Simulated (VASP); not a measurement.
Here is a VASP 6.6.1 calculation.

The input INCAR:

```
PREC     = Accurate       # precision mode
ENCUT    = 520            # plane-wave cutoff, eV
EDIFF    = 1E-7           # SCF threshold, eV
ISMEAR   = 0              # smearing method
SIGMA    = 0.1            # smearing width, eV
LREAL    = False          # projectors in reciprocal space
LASPH    = True           # aspherical terms in the spheres
NELM     = 60             # most SCF steps
ALGO     = Normal         # electronic algorithm
ISIF     = 3              # what is computed and relaxed
LWAVE    = False          # write WAVECAR
LCHARG   = False          # write CHGCAR
METAGGA  = R2SCAN         # meta-GGA
LMIXTAU  = True         
IBRION   = 2              # ionic algorithm
NSW      = 80             # ionic steps
EDIFFG   = -0.002         # ionic threshold
PSTRESS  = 750.0
```

The input KPOINTS:

```
Automatic mesh
0
Gamma
  16 16 16
```

The input POSCAR:

```
Hf                                      
1.0
   -1.5491210845      1.5491210845      1.5491210845
    1.5491210845     -1.5491210845      1.5491210845
    1.5491210845      1.5491210845     -1.5491210845
  Hf            
     1
Direct
     0.0000000000000000    0.0000000000000000    0.0000000000000000
```

Potentials or basis: VASP PAW PBE potentials, release 64 (Hf_pv).

Run with:

```sh
$ cat potpaw_PBE.64/Hf_pv/POTCAR > POTCAR
$ mpirun -np 1 vasp_std > vasp.out
```

(1) Estimate the band gap on the k mesh.

Results:

(1) none (metal or under the smearing width).

Caveat: the cell is relaxed towards a set pressure, so the enthalpy falls and the energy may rise.
